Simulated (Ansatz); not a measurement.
The system is Te.

```
Te
1.0
     4.45400    0.00000    0.00000
    -2.22700    3.85728    0.00000
     0.00000    0.00000    5.92400
Te
3
Direct
  0.73100 0.73100 0.00000
  0.00000 0.26900 0.66667
  0.26900 0.00000 0.33333
```

* Program: Ansatz 0.2.0
* Task: single point
* Functional: PBE
* Potentials or basis: Ansatz PAW
* Cutoff: 420 eV (not typed: the program's choice for these potentials)
* k mesh: 7 × 7 × 5
* Occupations: fermi-dirac, width 0.05 eV
* Spin: no spin polarisation

On this cell: pressure 1.4 GPa; largest force 0.148 eV/Å; band gap on the k mesh 0.63 eV, indirect (least direct gap 0.80 eV).

The same run follows on a disturbed copy (atoms moved at random, drawn with an rms of 0.05 Å):

```
Te
1.0
     4.45400    0.00000    0.00000
    -2.22700    3.85728    0.00000
     0.00000    0.00000    5.92400
Te
3
Direct
  0.72636 0.72628 0.99901
  0.00652 0.27843 0.67379
  0.27379 0.01099 0.33305
```

Task: What does the disturbed cell give?

Result: The energy moves by +0.7 meV/atom; pressure 1.1 GPa; largest force 0.211 eV/Å; band gap on the k mesh 0.49 eV, indirect (least direct gap 0.71 eV).

Forces on the atoms (eV/Å):
```
Te  -0.029  0.009  0.127
Te  -0.069  0.057 -0.191
Te   0.098 -0.066  0.065
```

Stress tensor (GPa, compression positive):
```
 1.03 -0.10 -0.04
-0.10  0.99 -0.14
-0.04 -0.14  1.33
```

Caveats: odd divisions of the mesh miss points on the zone boundary, where band edges often lie, so the gap on the mesh can be too wide; spin-orbit coupling is left out, which moves the levels of the heavy elements.

A k mesh can miss the band edges.
